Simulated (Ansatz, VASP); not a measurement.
# One calculation of Al2O3, two programs

```
Al O
1.0
     2.33731    1.34945    4.24202
    -2.33731    1.34945    4.24202
     0.00000   -2.69890    4.24202
Al O
4 6
Direct
  0.35196 0.35196 0.35196
  0.14804 0.14804 0.14804
  0.64804 0.64804 0.64804
  0.85196 0.85196 0.85196
  0.55625 0.94375 0.25000
  0.25000 0.55625 0.94375
  0.94375 0.25000 0.55625
  0.44375 0.05625 0.75000
  0.75000 0.44375 0.05625
  0.05625 0.75000 0.44375
```

Alike in both runs: functional LDA; k mesh 6 × 6 × 6; occupations gaussian, width 0.1 eV; no spin polarisation.

Ansatz relaxed the structure, and its values are those at the end. VASP's run is a single point on that final structure, the one shown.

|  | VASP | Ansatz |
| --- | --- | --- |
| version | VASP 6.6.1 | Ansatz 0.2.0 |
| potentials or method | VASP PAW LDA potentials, release 64 (Al, O) | scalar-relativistic, plane waves, PAW |
| plane-wave cutoff (eV) | 520 | 420 |
| valence electrons in the cell | 48 | 48 |

|  | VASP | Ansatz | Ansatz less VASP |
| --- | --- | --- | --- |
| gap on the k mesh at the Fermi level (eV) | 6.89 | 6.88 | -0.010 |
| least direct gap on the mesh (eV) | 6.89 | 6.88 | -0.010 |
| pressure (GPa) | 11.1 | 10.0 | -1.08 |
| rms of the force components (eV/Å) | 0.007 | 0.000 | -0.0069 |

A k mesh can miss the band edges. As with any semilocal functional, this LDA gap is likely too small.
